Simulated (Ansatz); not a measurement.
**Pd, simple cubic: how the functional moves the structure**

All rows: Ansatz, plane waves with scalar-relativistic PAW, 420 eV (500 eV for the SCAN forms), relaxed under each functional, no dispersion correction, no zero-point motion. B₀ comes from uniform scaling at fixed shape; a dash is a value not given.

| functional | V (Å³/atom) | cell | B₀ (GPa) | magnetic state | ΔE to fcc (meV/atom) |
| --- | --- | --- | --- | --- | --- |
| PBE | 17.89 | a = 2.616 Å | 122 | spin not included | 509 |
| r²SCAN | 17.32 | a = 2.588 Å | 136 | non-magnetic | 495 |
| PBEsol | 16.91 | a = 2.567 Å | 147 | spin not included | 601 |
| LDA | 16.38 | a = 2.539 Å | 166 | spin not included | 616 |
| revPBE | 18.32 | a = 2.636 Å | 110 | spin not included | 482 |
| BLYP | 19.03 | a = 2.670 Å | 100 | spin not included | 320 |

**Question.** What does RPBE give?

**Answer.** V (Å³/atom): 18.49; cell: a = 2.644 Å; B₀ (GPa): 105; magnetic state: spin not included; ΔE to fcc (meV/atom): 471.

Real palladium is paramagnetic; a moment here is an artefact of the functional.
